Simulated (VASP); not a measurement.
# Ca: molecular dynamics at constant energy

Ca, Im-3m (no. 229), 8 atoms in the cell. PBE, molecular dynamics; PAW potentials Ca_pv (PBE set).

Ensemble: NVE; Starting temperature (K): 600.

## Input

INCAR:
```
GGA = PE ; PREC = Normal
ENCUT = 200 ; EDIFF = 1E-6
NELMIN = 4 ; NELM = 60
ALGO = Fast ; LREAL = Auto
LASPH = T ; ISMEAR = -1
SIGMA = 0.05 ; ISYM = 0
LWAVE = F ; LCHARG = F
IBRION = 0 ; NSW = 60
POTIM = 2.0 ; TEBEG = 600
ISIF = 2 ; RANDOM_SEED = 908603 0 0
MDALGO = 1 ; ANDERSEN_PROB = 0.0
KPAR = 2
```

KPOINTS:
```
k-points
0
Monkhorst-Pack
  2 2 2
```

POSCAR:
```
Ca
1.0
   -4.4800000000      4.4800000000      4.4800000000
    4.4800000000     -4.4800000000      4.4800000000
    4.4800000000      4.4800000000     -4.4800000000
Ca
8
Direct
    0.0000000000      0.0000000000      0.0000000000
    0.0000000000      0.0000000000      0.5000000000
    0.0000000000      0.5000000000      0.0000000000
    0.0000000000      0.5000000000      0.5000000000
    0.5000000000      0.0000000000      0.0000000000
    0.5000000000      0.0000000000      0.5000000000
    0.5000000000      0.5000000000      0.0000000000
    0.5000000000      0.5000000000      0.5000000000
```

Commands:
```
cat potpaw_PBE.64/Ca_pv/POTCAR > POTCAR
mpirun -np 2 vasp_std > vasp.out
```

## Result

- Rise of the mean potential energy above the start (meV/atom): 25.4
- Mean temperature (K): 375
- Electronic steps per ionic step after the first: 5.2

Course of the run:

| Time (fs) | Temperature (K) | Potential energy less the first (meV/atom) |
|---|---|---|
| 2 | 600 | 0.0 |
| 12 | 578 | 2.4 |
| 20 | 535 | 7.3 |
| 30 | 460 | 15.9 |
| 38 | 394 | 23.4 |
| 48 | 320 | 31.7 |
| 56 | 279 | 36.3 |
| 66 | 256 | 39.0 |
| 74 | 259 | 38.5 |
| 84 | 285 | 35.7 |
| 92 | 312 | 32.6 |
| 102 | 342 | 29.2 |
| 110 | 353 | 27.9 |
| 120 | 345 | 28.9 |

The mean temperature lies below the starting 600 K, since the atoms start on their sites and part of their kinetic energy turns into potential energy.

REPORT:
```
MDALGO =   1
         ANDERSEN_PROB =  0.00000000
               SCALING =       0
                 CNEXP =     9.000   14.000
           RANDOM_SEED =            908603                0                0

   original number of atomic DOF:         21
   number of independent constraints:      0
   number of active DOF:                  21

========================================
         MD step No.       1
========================================

  Atomic velocities initialized by STEP_tb

  >Energies
                    E_tot             E_pot             E_kin               EPS                ES
   e_b>   -0.14368660E+02   -0.14911556E+02    0.54289551E+00    0.00000000E+00    0.00000000E+00

  >Temperature
               T_sim     T_inst
   tmprt>    600.000    600.000

  >Thermostat, num. of collisions:                0

           RANDOM_SEED =            908603               96                0

[... steps left out ...]

========================================
         MD step No.      60
========================================

  >Energies
                    E_tot             E_pot             E_kin               EPS                ES
   e_b>   -0.14368679E+02   -0.14680754E+02    0.31207484E+00    0.00000000E+00    0.00000000E+00

  >Temperature
               T_sim     T_inst
   tmprt>    600.000    344.901

  >Thermostat, num. of collisions:                0

           RANDOM_SEED =            908603             2928                0
```

OSZICAR:
```
N       E                     dE             d eps       ncg     rms          rms(c)
DAV:   1     0.492137016667E+03    0.49214E+03   -0.16748E+04   342   0.141E+03
DAV:   2     0.616529692606E+02   -0.43048E+03   -0.42660E+03   304   0.405E+02
DAV:   3    -0.936824565104E+01   -0.71021E+02   -0.69609E+02   354   0.182E+02
DAV:   4    -0.144570885327E+02   -0.50888E+01   -0.46615E+01   408   0.525E+01
DAV:   5    -0.148058949539E+02   -0.34881E+00   -0.32015E+00   464   0.127E+01    0.215E+00
RMM:   6    -0.148623508559E+02   -0.56456E-01   -0.18560E-01   355   0.345E+00    0.122E+00
RMM:   7    -0.149041722441E+02   -0.41821E-01   -0.13790E-01   363   0.300E+00    0.148E-01
RMM:   8    -0.149096052209E+02   -0.54330E-02   -0.51613E-02   462   0.107E+00    0.528E-02
RMM:   9    -0.149108264074E+02   -0.12212E-02   -0.11634E-02   483   0.428E-01    0.224E-02
RMM:  10    -0.149112811612E+02   -0.45475E-03   -0.43872E-03   482   0.191E-01    0.106E-02
RMM:  11    -0.149114369944E+02   -0.15583E-03   -0.14536E-03   478   0.930E-02    0.544E-03
RMM:  12    -0.149115027100E+02   -0.65716E-04   -0.64220E-04   479   0.480E-02    0.330E-03
[... left out ...]
     59 T=   349. E= -.14368677E+02 F= -.14684196E+02 E0= -.14612950E+02  EK= 0.31552E+00 SP= 0.00E+00 SK= 0.00E+00
[... last step whole ...]
       N       E                     dE             d eps       ncg     rms          rms(c)
DAV:   1    -0.146806821503E+02    0.35135E-02   -0.23775E-03   392   0.165E+00    0.215E-03
RMM:   2    -0.146807323170E+02   -0.50167E-04   -0.50380E-04   346   0.178E-01    0.182E-03
RMM:   3    -0.146807477637E+02   -0.15447E-04   -0.14123E-04   410   0.686E-02    0.139E-03
RMM:   4    -0.146807536759E+02   -0.59122E-05   -0.55837E-05   395   0.334E-02    0.141E-03
RMM:   5    -0.146807541726E+02   -0.49669E-06   -0.53854E-06   241   0.112E-02
     60 T=   345. E= -.14368679E+02 F= -.14680754E+02 E0= -.14609508E+02  EK= 0.31207E+00 SP= 0.00E+00 SK= 0.00E+00
```

Limits: 120 fs of 8 atoms are too short for converged averages.

VASP 6.6.1 took 278 s on 2 cores (Intel Xeon Platinum 8375C @ 2.90GHz (Ice Lake)), a shared host.
